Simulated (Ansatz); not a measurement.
Input and output of a single-point calculation on Si built on the diamond prototype (the PAW code Ansatz, r2SCAN). The cell was relaxed with r2SCAN and then strained (epitaxial +4.0 % in the xy plane, free normal strain -2.96 %), with the atoms relaxed again with r2SCAN; k points keep the names of the unstrained zone.

```yaml
crystal:
  lattice:
    - [0.0, 2.8310036514, 2.6414737678]
    - [2.8310036514, 0.0, 2.6414737678]
    - [2.8310036514, 2.8310036514, 0.0]
  atoms:
    - { symbol: Si, position: [0.0, 0.0, 0.0] }
    - { symbol: Si, position: [0.25, 0.25, 0.25] }
kpoints:
  mp_grid: { grid: [8, 8, 8] }
  band_path:
    path:
      - [0.0, 0.0, 0.0]
      - [0.5, 0.0, 0.5]
      - [0.625, 0.25, 0.625]
      - [0.375, 0.375, 0.75]
      - [0.5, 0.5, 0.5]
      - [0.5, 0.25, 0.75]
      - [0.408854, 0.408854, 0.0]
    npoints: 1
hamiltonian:
  xc: r2scan
scf:
  occupations: { method: fermi_dirac, width: 0.02 }
  n_extra_bands: 4
output:
  forces: true
  stress: true
  eigenvalues: true
```

The output follows, shortened, with numbered blanks.
```
Functional definition: r2SCAN
Crystal: 2 atoms, lattice volume = 42.341 Å³
Basis set: ecut = 500 eV, 1081 PW (Γ)
Bands: 8, of which v1, the nominal top of the filled ones, is band 4 counted from 1 (3 counted from 0)
[1]
NSCF: frozen V_eff on 7 k-points
Free energy (F): -1278.061264 eV
Internal energy: -1278.061234 eV  (E = F + TS)
E sigma→0 (E₀):  -1278.061249 eV
Entropy (-TS):   -0.000030 eV (-0.015 meV/atom)
[2]
--- Per-component energies (eV) ---
  E_band       = 3.671969
  E_kinetic    = 79.168521
  E_local      = -56.303775
  E_nonlocal   = 49.336085
  E_hartree    = 15.432231
  E_xc         = -102.237571
  E_vxc        = -98.439731
  E_paw        = -1038.822047
  E_vpaw       = -4.815711
  E_vtau       = 3.862095
  E_ewald      = -224.481821
  E_core_change = -0.152866
  E_smearing   = -0.000030
--- Forces (eV/Å), atoms counted from 1 ---
  atom   1  Si      0.00000      0.00000      0.00000
  atom   2  Si      0.00000      0.00000      0.00000
--- Stress (GPa, compression-positive) ---
[3]
--- Band table (eV; the first three rows and the last of 59) ---
[4]
```

The rows of the band table are 0: (0, 0, 0) = Γ, 1: (0, 0, 1/8), 2: (0, 0, 1/4), 58: (-1/2, -1/2, 0).

Problem. What stood in the gaps? They hold the stress, the Fermi energy and the band table, the symmetry found.

Solution.
```
[1]
Symmetry: 16 space group operations
Space group: I41/amd (ITA 141)
[2]
Fermi energy:    5.965161 eV
[3]
       -6.512667       0.000000       0.000000
        0.000000      -6.512667       0.000000
        0.000000       0.000000      -0.000350
  P = ⅓ Tr σ = -4.3419 GPa (-43.419 kbar)
[4]
  k-point 0: bands = [-6.5596, 5.4325, 5.4325, 5.9027, 8.1299, 8.4228, 8.4228, 8.8312]
  k-point 1: bands = [-6.3542, 3.9521, 5.1146, 5.4998, 8.1250, 8.7276, 8.8219, 10.2999]
  k-point 2: bands = [-5.7561, 1.6151, 4.5762, 5.0645, 7.6387, 9.2022, 9.4117, 12.5635]
  k-point 58: bands = [-2.1304, -2.1304, 2.3857, 2.3857, 6.2282, 6.2282, 15.8683, 15.8683]
```
The trailing digits, and the zero of the energies, depend on the potentials and thresholds.

The r2SCAN gap is indirect, 0.11 eV (Γ to k = (0.409, 0.409, 0)), below the direct gap of 2.23 eV at Γ. With the atoms held, the mean pressure is -4.34 GPa (compression positive).

Command: `ansatz run input.yaml --threads 2 --pin off --max-ram 20275MiB --backend cpu --events-out ev --progress --plain --runs-dir out`.

Problem. It took 1.7 s on 2 threads of AMD EPYC 7R13 Processor (Zen 3), with other jobs on the host, load about 3.7 per core. What peak of host memory did it reach?

Solution. About 0.64 GiB.

No spin polarisation and no zero-point or thermal motion.

Gaps or overlaps of about a tenth of an eV are at the limit of these meshes: between the points read a gap can be smaller or closed.
